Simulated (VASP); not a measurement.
# GaSb (I-4m2) in VASP: single point with r2SCAN

Aim: the single point of GaSb with r2SCAN.

All numbers are computed with VASP 6.6.1; they aren't measurements. Logs are shortened: lines on timing, memory, paths and dates and some standing lists are left out, and cuts for length are marked.

## 1. The cell of the first run

Symmetry: I-4m2, No. 119, tetragonal system. The conventional cell has a = 4.156 Å, b = 4.156 Å, c = 6.132 Å, α = 90.00°, β = 90.00°, γ = 90.00°. Around Ga (site symmetry -4m2) lie 4 Sb at 2.58 Å. Sb (site symmetry -4m2) has 4 Ga at 2.58 Å as nearest neighbours.

The cell was built by a generator and needn't be a form met in nature.

## 2. Single point, r2SCAN (biaxial_xy strain -4.2%)

POSCAR

```
GaSb
1.0
    0.0000000000      2.9386448300      3.0658788003
    2.9386448300      0.0000000000      3.0658788003
    2.9386448300      2.9386448300      0.0000000000
Ga Sb
1 1
Direct
    0.0000000000      0.0000000000      0.0000000000
    0.2500000000      0.2500000000      0.2500000000
```

INCAR.step1

```
SYSTEM = GaSb
PREC = Accurate ; ENCUT = 520
ISMEAR = 0 ; SIGMA = 0.01
LREAL = .FALSE. ; LASPH = .TRUE.
NELM = 100 ; NBANDS = 16
GGA = PE ; ALGO = Normal
EDIFF = 1E-4 ; LWAVE = .TRUE.
LCHARG = .FALSE.
```

INCAR.step2

```
SYSTEM = GaSb
PREC = Accurate ; ENCUT = 520
EDIFF = 1E-6 ; ISMEAR = 0
SIGMA = 0.01 ; LREAL = .FALSE.
LASPH = .TRUE. ; NELM = 100
ALGO = Normal ; ISIF = 2
LWAVE = .FALSE. ; LCHARG = .TRUE.
METAGGA = R2SCAN ; LMIXTAU = .TRUE.
LELF = .TRUE. ; LVHAR = .TRUE.
NBANDS = 16 ; ISTART = 1
```

KPOINTS

```
Automatic mesh
0
G
  8 8 8
  0 0 0
```

Potentials or basis: VASP PAW PBE potentials, release 64 (Ga_d, Sb).

Command:

```
$ cat potpaw_PBE.64/Ga_d/POTCAR potpaw_PBE.64/Sb/POTCAR > POTCAR
$ cp INCAR.step1 INCAR
$ mpirun -np 1 vasp_std > vasp.out
$ cp INCAR.step2 INCAR
$ mpirun -np 1 vasp_std > vasp.out
```

OUTCAR:

```text
SYSTEM = GaSb
   PREC = Accurate
   ENCUT = 520
   EDIFF = 1E-6
   ISMEAR = 0
   LREAL = .FALSE.
   LASPH = .TRUE.
   NELM = 100
   ISIF = 2
   METAGGA = R2SCAN
   ISTART = 1

 ion  position               nearest neighbor table
   1  0.000  0.000  0.000-   2 2.58   2 2.58   2 2.58   2 2.58
   2  0.250  0.250  0.250-   1 2.58   1 2.58   1 2.58   1 2.58

  LATTYP: Found a body centered tetragonal cell.
 ALAT       =     4.1558713736
 C/A-ratio  =     1.4754445096

  Lattice vectors:

 A1 = (  -2.9386448300,   0.0000000000,   3.0658788003)
 A2 = (   2.9386448300,   0.0000000000,   3.0658788003)
 A3 = (   0.0000000000,   2.9386448300,  -3.0658788003)

Analysis of symmetry for initial positions (statically):
=====================================================================
 Subroutine PRICEL returns:
 Original cell was already a primitive cell.

 Routine SETGRP: Setting up the symmetry group for a
 body centered tetragonal supercell.

 Subroutine GETGRP returns: Found  8 space group operations
 (whereof  8 operations were pure point group operations)
 out of a pool of 16 trial point group operations.

The static configuration has the point symmetry D_2d.

Analysis of symmetry for dynamics (positions and initial velocities):
=====================================================================
 Subroutine PRICEL returns:
 Original cell was already a primitive cell.

 Routine SETGRP: Setting up the symmetry group for a
 body centered tetragonal supercell.

 Subroutine GETGRP returns: Found  8 space group operations
 (whereof  8 operations were pure point group operations)
 out of a pool of 16 trial point group operations.

The dynamic configuration has the point symmetry D_2d.

 Subroutine INISYM returns: Found  8 space group operations
 (whereof  8 operations are pure point group operations),
 and found     1 'primitive' translations

----------------------------------------------------------------------------------------

                                     Primitive cell

  volume of cell :      52.9516

  direct lattice vectors                    reciprocal lattice vectors
     0.000000000  2.938644830  3.065878800    -0.170146455  0.170146455  0.163085377
     2.938644830  0.000000000  3.065878800     0.170146455 -0.170146455  0.163085377
     2.938644830  2.938644830  0.000000000     0.170146455  0.170146455 -0.163085377

  length of vectors
     4.246792467  4.246792467  4.155871374     0.290682769  0.290682769  0.290682769

  position of ions in fractional coordinates (direct lattice)
     0.000000000  0.000000000  0.000000000
     0.250000000  0.250000000  0.250000000

  ion indices of the primitive-cell ions
   primitive index   ion index
                 1           1
                 2           2

----------------------------------------------------------------------------------------

 KPOINTS: Automatic mesh

Automatic generation of k-mesh.
 Grid dimensions read from file:
 generate k-points for:    8    8    8

 Generating k-lattice:

  Cartesian coordinates                     Fractional coordinates (reciprocal lattice)
    -0.021268307  0.021268307  0.020385672     0.125000000 -0.000000000  0.000000000
     0.021268307 -0.021268307  0.020385672    -0.000000000  0.125000000  0.000000000
     0.021268307  0.021268307 -0.020385672     0.000000000  0.000000000  0.125000000

  Length of vectors
     0.036335346  0.036335346  0.036335346

  Shift w.r.t. Gamma in fractional coordinates (k-lattice)
     0.000000000  0.000000000  0.000000000

 Subroutine IBZKPT returns following result:
 ===========================================

 Found     59 irreducible k-points:

 Following reciprocal coordinates:
            Coordinates               Weight
  0.000000  0.000000  0.000000      1.000000
  0.125000  0.000000  0.000000      8.000000
  0.250000  0.000000  0.000000      8.000000
  0.375000  0.000000  0.000000      8.000000
  0.500000  0.000000  0.000000      4.000000
  0.125000  0.125000  0.000000      2.000000
[... 16 lines left out ...]
  0.250000  0.000000  0.125000     16.000000
  0.375000  0.000000  0.125000     16.000000
 [... further k-points ...]
   k-points           NKPTS =     59   k-points in BZ     NKDIM =     59   number of bands    NBANDS=     16
   number of dos      NEDOS =    301   number of ions     NIONS =      2
   total plane-waves  NPLWV =  32768
   dimension x,y,z NGX =    32 NGY =   32 NGZ =   32
   dimension x,y,z NGXF=    64 NGYF=   64 NGZF=   64
   ions per type =               1   1
   NGX,Y,Z   is equivalent  to a cutoff of  12.53, 12.53, 12.80 a.u.
   NGXF,Y,Z  is equivalent  to a cutoff of  25.05, 25.05, 25.60 a.u.
 SYSTEM =  GaSb
   PREC   = accura    normal or accurate (medium, high low for compatibility)
   ISTART =      1    job   : 0-new  1-cont  2-samecut
   ICHARG =      0    charge: 1-file 2-atom 10-const
   ISPIN  =      1    spin polarized calculation?
   LNONCOLLINEAR =      F non collinear calculations
   LSORBIT =      F    spin-orbit coupling
   LASPH  =      T    aspherical Exc in radial PAW
   ENCUT  =  520.0 eV  38.22 Ry    6.18 a.u.   7.90  7.90  7.73*2*pi/ulx,y,z
   NELM   =    100;   NELMIN=  2; NELMDL=  0     # of ELM steps
   EDIFF  = 0.1E-05   stopping-criterion for ELM
   LREAL  =      F    real-space projection
   EDIFFG = 0.1E-04   stopping-criterion for IOM
   NSW    =      0    number of steps for IOM
   IBRION =     -1    ionic relax: 0-MD 1-quasi-New 2-CG
   NFREE  =      0    steps in history (QN), initial steepest desc. (CG)
   ISIF   =      2    stress and relaxation
   ISYM   =      2    0-nonsym 1-usesym 2-fastsym
   POTIM  = 0.5000    time-step for ionic-motion
   TEBEG  =    0.0;   TEEND  =   0.0 temperature during run
   PSTRESS=    0.0 pullay stress
   NELECT =      18.0000    total number of electrons
   NUPDOWN=      -1.0000    fix difference up-down
   EMIN   =  10.00;   EMAX   =-10.00  energy-range for DOS
   EFERMI =   0.00;   METHOD = LEGACY
   ISMEAR =     0;   SIGMA  =   0.01  broadening in eV -4-tet -1-fermi 0-gaus
   EFERMI_NEDOS =   21; number of points for ismear=-14 and -15
   IALGO  =     38    algorithm
   IMIX   =      4    mixing-type and parameters
     AMIX     =   0.40;   BMIX     =  1.00
     AMIX_MAG =   1.60;   BMIX_MAG =  1.00
  volume/ion in A,a.u.               =      26.48       178.67
  Fermi-wavevector in a.u.,A,eV,Ry     =   1.142543  2.159093 17.761111  1.305405
  Thomas-Fermi vector in A             =   2.279241
   LORBIT       =      0    0 simple, 1 ext, 2 COOP (PROOUT), +10 PAW based schemes
   METAGGA = R2SCAN    functional components
   LHFCALC =     F    Hartree Fock is set to
   AEXX    =    0.0000 exact exchange contribution
   IVDW    =     0    specifies the selected vdW correction
   LEPSILON=     F    determine dielectric tensor
   LRPA    =     F    only Hartree local field effects (RPA)
 non-spin polarized calculation
 Gauss-broadening in eV      SIGMA  =   0.01
  energy-cutoff  :      520.00
  volume of cell :       52.95
 maximum number of plane-waves:      1439
   NGX = 15   NGY = 15   NGZ = 15

 number of electron      18.0000011 magnetization

 Free energy of the ion-electron system (eV)
  ---------------------------------------------------
  ext. energy  EPLUGINS =         0.00000000
  ---------------------------------------------------
  free energy    TOTEN  =       -37.51221741 eV

  energy without entropy =      -37.51221741  energy(sigma->0) =      -37.51221741

 E-fermi :   5.6699     XC(G=0): -10.0900

 val. band max:        5.6286394966   @ k =   0.0000   0.0000   0.0000
 cond. band min:       6.3674307362   @ k =   0.5000   0.0000   0.0000
 fundamental gap:      0.7387912396
 Fermi energy:         5.6699099754

 k-point     1 :       0.0000    0.0000    0.0000
  band No.  band energies     occupation
      1     -10.1448      2.00000
      2     -10.1398      2.00000
      3     -10.1398      2.00000
      4     -10.0721      2.00000
      5     -10.0694      2.00000
      6      -6.9930      2.00000
[... 8 lines left out ...]
     15      14.2584      0.00000
     16      15.1170      0.00000

 k-point     2 :       0.1250    0.0000    0.0000
  band No.  band energies     occupation
      1     -10.1484      2.00000
      2     -10.1400      2.00000
      3     -10.1373      2.00000
      4     -10.0726      2.00000
      5     -10.0695      2.00000
      6      -6.8073      2.00000
[... 8 lines left out ...]
     15      13.5282      0.00000
     16      14.0934      0.00000

 k-point     3 :       0.2500    0.0000    0.0000
  band No.  band energies     occupation
      1     -10.1629      2.00000
      2     -10.1346      2.00000
      3     -10.1315      2.00000
      4     -10.0734      2.00000
      5     -10.0693      2.00000
      6      -6.2753      2.00000
[... 8 lines left out ...]
     15      13.6791      0.00000
     16      13.7109      0.00000

 k-point     4 :       0.3750    0.0000    0.0000
  band No.  band energies     occupation
      1     -10.1771      2.00000
      2     -10.1296      2.00000
      3     -10.1263      2.00000
      4     -10.0735      2.00000
      5     -10.0682      2.00000
      6      -5.5225      2.00000
[... 8 lines left out ...]
     15      14.6479      0.00000
     16      14.9243      0.00000

 k-point     5 :       0.5000    0.0000    0.0000
  band No.  band energies     occupation
      1     -10.1829      2.00000
      2     -10.1277      2.00000
      3     -10.1245      2.00000
      4     -10.0733      2.00000
      5     -10.0675      2.00000
      6      -5.0544      2.00000
[... 8 lines left out ...]
     15      16.1307      0.00000
     16      16.6326      0.00000

 k-point     6 :       0.1250    0.1250    0.0000
  band No.  band energies     occupation
      1     -10.1551      2.00000
      2     -10.1349      2.00000
      3     -10.1349      2.00000
      4     -10.0715      2.00000
      5     -10.0708      2.00000
      6      -6.7566      2.00000
[... 8 lines left out ...]
     15      13.0613      0.00000
     16      15.2746      0.00000

 k-point     7 :       0.2500    0.1250    0.0000
  band No.  band energies     occupation
      1     -10.1659      2.00000
      2     -10.1310      2.00000
      3     -10.1290      2.00000
      4     -10.0720      2.00000
      5     -10.0713      2.00000
      6      -6.3470      2.00000
[... 8 lines left out ...]
     15      14.3116      0.00000
     16      14.8611      0.00000

 k-point     8 :       0.3750    0.1250    0.0000
  band No.  band energies     occupation
      1     -10.1776      2.00000
      2     -10.1276      2.00000
      3     -10.1236      2.00000
      4     -10.0718      2.00000
      5     -10.0717      2.00000
      6      -5.6523      2.00000
[... 8 lines left out ...]
     15      14.7220      0.00000
     16      15.3903      0.00000

 k-point     9 :       0.5000    0.1250    0.0000
  band No.  band energies     occupation
      1     -10.1847      2.00000
      2     -10.1256      2.00000
      3     -10.1214      2.00000
      4     -10.0728      2.00000
      5     -10.0699      2.00000
      6      -4.9867      2.00000
[... 8 lines left out ...]
     15      16.0673      0.00000
     16      16.1877      0.00000
[... 172 lines left out ...]
 k-point    19 :       0.5000    0.3750    0.0000
  band No.  band energies     occupation
      1     -10.1997      2.00000
      2     -10.1095      2.00000
      3     -10.1078      2.00000
      4     -10.0818      2.00000
      5     -10.0690      2.00000
      6      -4.4081      2.00000
[... 8 lines left out ...]
     15      16.9462      0.00000
     16      17.4424      0.00000

 k-point    20 :      -0.3750    0.3750    0.0000
  band No.  band energies     occupation
      1     -10.1965      2.00000
      2     -10.1144      2.00000
      3     -10.1100      2.00000
      4     -10.0778      2.00000
      5     -10.0715      2.00000
      6      -4.1863      2.00000
[... 8 lines left out ...]
     15      15.0908      0.00000
     16      18.5987      0.00000

 k-point    21 :       0.5000    0.5000    0.0000
  band No.  band energies     occupation
      1     -10.2035      2.00000
      2     -10.1053      2.00000
      3     -10.1053      2.00000
      4     -10.0846      2.00000
      5     -10.0679      2.00000
      6      -4.1721      2.00000
[... 8 lines left out ...]
     15      17.5258      0.00000
     16      17.7998      0.00000

 k-point    22 :       0.1250    0.0000    0.1250
  band No.  band energies     occupation
      1     -10.1513      2.00000
      2     -10.1393      2.00000
      3     -10.1352      2.00000
      4     -10.0740      2.00000
      5     -10.0688      2.00000
      6      -6.7389      2.00000
[... 8 lines left out ...]
     15      13.2091      0.00000
     16      14.6251      0.00000

 k-point    23 :       0.2500    0.0000    0.1250
  band No.  band energies     occupation
      1     -10.1644      2.00000
      2     -10.1332      2.00000
      3     -10.1299      2.00000
      4     -10.0761      2.00000
      5     -10.0681      2.00000
      6      -6.3135      2.00000
[... 8 lines left out ...]
     15      14.2785      0.00000
     16      14.6458      0.00000

 k-point    24 :       0.3750    0.0000    0.1250
  band No.  band energies     occupation
      1     -10.1778      2.00000
      2     -10.1277      2.00000
      3     -10.1248      2.00000
      4     -10.0767      2.00000
      5     -10.0675      2.00000
      6      -5.6103      2.00000
[... 8 lines left out ...]
     15      14.9631      0.00000
     16      15.5955      0.00000

 [... further k-points ...]

------------------------ aborting loop because EDIFF is reached ----------------------------------------

  FORCE on cell =-STRESS in cart. coord.  units (eV):
  Direction    XX          YY          ZZ          XY          YZ          ZX
  --------------------------------------------------------------------------------------
  -------------------------------------------------------------------------------------
  Total        2.1237082      2.1237082      1.3465965      0.0000000      0.0000000     -0.0000000
  in kB       64.2578587     64.2578587     40.7444904      0.0000000      0.0000000     -0.0000000
  external PRESSURE =      56.4200693 kB  Pullay stress =       0.0000000 kB

 VOLUME and BASIS-vectors are now :
 -----------------------------------------------------------------------------
  energy-cutoff  :      520.00
  volume of cell :       52.95
      direct lattice vectors                 reciprocal lattice vectors
     0.000000000  2.938644830  3.065878800    -0.170146455  0.170146455  0.163085377
     2.938644830  0.000000000  3.065878800     0.170146455 -0.170146455  0.163085377
     2.938644830  2.938644830  0.000000000     0.170146455  0.170146455 -0.163085377

 POSITION                                       TOTAL-FORCE (eV/Angst)
 -----------------------------------------------------------------------------------
      0.00000      0.00000      0.00000         0.000000      0.000000     -0.000000
      1.46932      1.46932      1.53294        -0.000000     -0.000000      0.000000
 -----------------------------------------------------------------------------------
    total drift:                                0.000007      0.000007     -0.000019

  FREE ENERGIE OF THE ION-ELECTRON SYSTEM (eV)
  ---------------------------------------------------
  free  energy   TOTEN  =       -37.5122174060 eV

  energy  without entropy=      -37.5122174060  energy(sigma->0) =      -37.51221741
```

It took 44 s on 1 thread of Intel Xeon 6975P-C (Granite Rapids), shared host; peak memory 0.22 GiB.

Results:

| Quantity | Value |
| --- | --- |
| Free energy | -37.5122 eV |
| Pressure | 5.6 GPa |
| Band gap on the k mesh | 0.74 eV, indirect (least direct gap 0.95 eV) |

Levels at points of the mesh, in eV from the valence-band top:
```
           k point  band 6  band 7  band 8  band 9  band 10  band 11  band 12  band 13
(0.00, 0.00, 0.00)  -12.62   -0.30    0.00    0.00     0.95     2.81     2.81     2.95
(0.50, 0.00, 0.00)  -10.68   -7.11   -1.64   -1.26     0.74     3.81     4.03     6.80
(0.50, 0.50, 0.00)   -9.80   -7.69   -2.90   -2.90     1.17     1.44     9.69     9.69
(0.50, 0.00, 0.50)   -9.61   -7.46   -3.20   -3.16     0.81     1.13     9.57     9.59
```

Caveat: the PAW data sets were made with another functional, which shifts forces and pressure a little; spin-orbit coupling is left out, which moves the levels of the heavy elements.
